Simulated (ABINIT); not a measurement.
# Hf in ABINIT: the effect of potentials

Hf:

```
Hf
1.0
    -1.80500    1.80500    1.80500
     1.80500   -1.80500    1.80500
     1.80500    1.80500   -1.80500
Hf
1
Direct
  0.00000 0.00000 0.00000
```

This isn't the form of Hf at room conditions, which is hcp.

Alike in all runs:

* Program: ABINIT 10.8.3 (patched build)
* Task: single point
* Functional: r2SCAN
* k mesh: 10 × 10 × 10
* Occupations: fermi-dirac, width 0.05 eV
* Spin: no spin polarisation

| potentials | cutoff | pressure (GPa) |
| --- | --- | --- |
| Ansatz PAW PBE default generated set, frozen core | 490 eV | -5.5 |
| JTH PAW PBE v2.0 | 626 eV | -5.5 |
| Ansatz NC r2SCAN | 1469 eV | -5.5 |
| SG15 NC PBE v1.2 | 980 eV | -11.5 |
| PseudoDojo NC SR PBE v0.4.1 standard | 952 eV | ? |

What does the run with potentials PseudoDojo NC SR PBE v0.4.1 standard give?

Pressure -6.9 GPa.

Caveats: the PAW data sets were made with another functional, which shifts forces and pressure a little (some runs); the potentials were made for another functional, which shifts forces and pressure (some runs); a meta-GGA on potentials with a model core is unreliable (some runs).

The runs don't all hold the same shells in valence.
